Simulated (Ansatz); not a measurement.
# InAs: the cost of one run

Method: DFT PBE, scalar-relativistic, plane waves, PAW, in Ansatz 0.2.0.

### 1 The structure to begin with

It takes space group Pm-3m (No. 221, cubic). Conventional cell: a = 3.954 Å, b = 3.954 Å, c = 3.954 Å, α = 90.00°, β = 90.00°, γ = 90.00°. In (site symmetry m-3m) has 8 As at 3.42 Å as nearest neighbours. As (site symmetry m-3m) is surrounded by 8 In at 3.42 Å.

As a file:

```
In As
1.0
     3.95436    0.00000    0.00000
     0.00000    3.95436    0.00000
     0.00000    0.00000    3.95436
In As
1 1
Direct
  0.00000 0.00000 0.00000
  0.50000 0.50000 0.50000
```

The cell is invented: species swapped into a database cell of SrMg (Pm-3m, No. 221), with As on the Sr sites and In on the Mg sites. Its size is a rough estimate.

### 2 Probe: one point on a coarse mesh

Contents of input.yaml:

```yaml
crystal:
  lattice:
    - [3.95435727, 0.0, 0.0]
    - [0.0, 3.95435727, 0.0]
    - [0.0, 0.0, 3.95435727]
  atoms:
    - { symbol: In, position: [0.0, 0.0, 0.0] }
    - { symbol: As, position: [0.5, 0.5, 0.5] }
basis:
  ecutwfc: 420
kpoints:
  mp_grid: { grid: [4, 4, 4] }
hamiltonian:
  xc: pbe
scf:
  occupations: { method: gaussian, width: 0.1 }
  lower_state_search: "off"
output:
  forces: true
  stress: true
  eigenvalues: true
```

Launch:

```console
> ansatz run input.yaml --threads 1 --pin off --max-ram 2560MiB --backend cpu --events-out ev --progress --plain --runs-dir out
```

Q: Estimate wall time and peak memory on 1 thread of Arm Neoverse V1, shared host.

About 1.1 s, with a peak of 0.29 GiB.
